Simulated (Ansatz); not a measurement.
## BN (F-43m), a vibration from a frozen displacement

All numbers below come from DFT r2SCAN, scalar-relativistic, plane waves, PAW in Ansatz 0.2.0. Settings: plane waves to 500 eV, k-mesh 12×12×12 (Γ-centred), Gaussian smearing 0.05 eV. No spin polarisation. Energies are free energies at this smearing, counted from the undisturbed cell; pressure is positive in compression.

Reference structure (relaxed at this level):

```yaml
crystal:
  lattice:
    - [0.00000, 1.80481, 1.80481]
    - [1.80481, 0.00000, 1.80481]
    - [1.80481, 1.80481, 0.00000]
  atoms:
    - { symbol: B, position: [0.00000, 0.00000, 0.00000] }
    - { symbol: N, position: [0.75000, 0.75000, 0.75000] }
```

Every B atom is moved by x along the Cartesian unit vector (0.000, 0.000, 1.000); the cell and all other atoms stay fixed. The cell's volume is 11.76 Å³; the moved atoms weigh 10.810 u together and the others 14.007 u. Some rows repeat others by symmetry and weren't run.

```csv
x (Å),ΔE (meV/cell),total force on the moved atoms along the move (eV/Å),pressure (GPa)
-0.3000,996.97,5.9727,25.2278
-0.2625,781.53,5.4988,19.6649
-0.2250,585.89,4.9187,14.6748
-0.1875,413.79,4.2453,10.3298
-0.1500,268.48,3.4929,6.6909
-0.1125,152.63,2.6765,3.8086
-0.0750,68.35,1.8116,1.7217
-0.0375,17.16,0.9140,0.4584
0.0000,0.00,0.0000,0.0354
0.0375,17.16,-0.9140,0.4584
0.0750,68.35,-1.8116,1.7217
0.1125,152.63,-2.6765,3.8086
0.1500,268.48,-3.4929,6.6909
0.1875,413.79,-4.2453,10.3298
0.2250,585.89,-4.9187,14.6748
0.2625,781.53,-5.4988,19.6649
0.3000,996.97,-5.9727,25.2278
```

Problem. What frequency belongs to this motion?

Solution. The force constant is k = −dF/dx = 24.373 eV/Å², from the parabola through x = -0.0375, 0 and 0.0375. In every cell the moved atoms swing against the rest, so the mass is μ = m₁m₂/(m₁ + m₂) = 6.101 u, and ν̃ = 521.5 cm⁻¹ × √(|k|/μ) = 1042 cm⁻¹. To first order in x, and within 1 %, the force on every atom lies along the move and, within each of the two groups, in proportion to the atom's mass, so this is itself a mode at the zone centre of this cell, taken without macroscopic field (the transverse frequency in a polar insulator).

Problem. How far does the harmonic law reach?

Solution. At x = -0.300 Å, kx²/2 = 1096.80 meV against the computed 996.97 meV (-9.1 %): the well softens in this direction at large amplitude.

Problem. The pressure changes with x². What does that say about the frequency under compression?

Solution. With E = k(V)x²/2, k ∝ V^(−2γ) and x scaling with the cell as V^(1/3), P − P0 = −∂E/∂V = (2γ − 2/3) ΔE/V. At x = 0.0750 Å, V(P − P0) = 11.76 × 1.68630 / 160.2 eV = 123.75 meV and ΔE = 68.35 meV, so γ = 1/3 + V(P − P0)/(2ΔE) = 1.24. This is the Grüneisen parameter of the motion under uniform scaling of the cell: shrinking the cell evenly by 1 % in volume raises the frequency by about 1.24 %.

Cost: 9 runs of about 0.37 core-minutes in all, on Intel Xeon 6975P-C (Granite Rapids) (shared hosts).